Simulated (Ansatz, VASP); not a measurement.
## CuO: VASP beside Ansatz

```
CELL_PARAMETERS angstrom
1.95032 -2.10959 0.00000
1.95032 2.10959 0.00000
0.00000 0.00000 5.05068
ATOMIC_POSITIONS crystal
Cu 0.50000 0.00000 0.00000
Cu 0.00000 0.50000 0.50000
O 0.50000 0.50000 0.25000
O 0.50000 0.50000 0.75000
```

Change from the starting cell: volume scaled by 0.94.

Alike in both runs: task single point; functional PBE; k mesh 9 × 9 × 5; occupations fermi-dirac, width 0.05 eV; no spin polarisation.

|  | VASP | Ansatz |
| --- | --- | --- |
| version | VASP 6.6.1 | Ansatz 0.2.0 |
| potentials or method | VASP PAW PBE potentials, release 64 (Cu, O) | Ansatz PAW |
| plane-wave cutoff (eV) | 520 | 420 |
| valence electrons in the cell | 34 | 50 |

|  | VASP | Ansatz | Ansatz less VASP |
| --- | --- | --- | --- |
| gap on the k mesh at the Fermi level (eV) | none | none | - |
| pressure (GPa) | 13.6 | 12.7 | -0.85 |
| largest component of the traceless stress (GPa) | 2.96 | 2.60 | -0.358 |

A gap of «none» marks a metal or a gap that the smearing closes. The functional is the same, so the differences come from potentials, cutoffs and numerics. The two sets of potentials don't hold the same shells in valence.

Caveats: the run has no spin polarisation, though such a crystal can be magnetic; semilocal functionals often make such compounds metallic where correlation or magnetic order opens a gap, which also shifts bond lengths; the pressure holds a Pulay correction of +0.7 GPa for the finite cutoff (Ansatz).
